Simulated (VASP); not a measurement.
Wanted: the native input for a VASP 6.6.1 run.

```
Task                   : single point
Functional             : PBE
Potentials or basis    : VASP PAW PBE potentials, release 64 (In_d, Pd)
Cutoff                 : 520 eV
k mesh                 : 8 × 8 × 8
Occupations            : fermi-dirac, width 0.05 eV
Spin                   : no spin polarisation
Further INCAR settings : ALGO = Normal; EDIFF = 1e-07; NBANDS = 18
```

The structure of InPd lies in POSCAR:

```
InPd
1.0
    3.2718847800      0.0000000000      0.0000000000
    0.0000000000      3.2718847800      0.0000000000
    0.0000000000      0.0000000000      3.2718847800
In Pd
1 1
Direct
    0.0000000000      0.0000000000      0.0000000000
    0.5000000000      0.5000000000      0.5000000000
```

The cell comes from a database or a generator and needn't be the stable form of this composition.

The input as run:

INCAR

```
PREC = Accurate
ENCUT = 520
EDIFF = 1E-7
ISMEAR = -1
SIGMA = 0.05
LREAL = F
LASPH = T
NELM = 80
ALGO = Normal
ISIF = 2
LWAVE = F
LCHARG = F
GGA = PE
NBANDS = 18
```

KPOINTS

```
Automatic mesh
0
Gamma
  8 8 8
```

Potentials or basis: VASP PAW PBE potentials, release 64 (In_d, Pd).

The run is started by

```sh
$ cat potpaw_PBE.64/In_d/POTCAR potpaw_PBE.64/Pd/POTCAR > POTCAR
$ mpirun -np 1 vasp_std > vasp.out
```

It gave:

```
Pressure               : 3.7 GPa
Band gap on the k mesh : none (metal or under the smearing width)
```

Run time: 8.9 s on 1 thread of AMD EPYC 9R45 (Zen 5), on a shared host, peak memory 0.11 GiB.
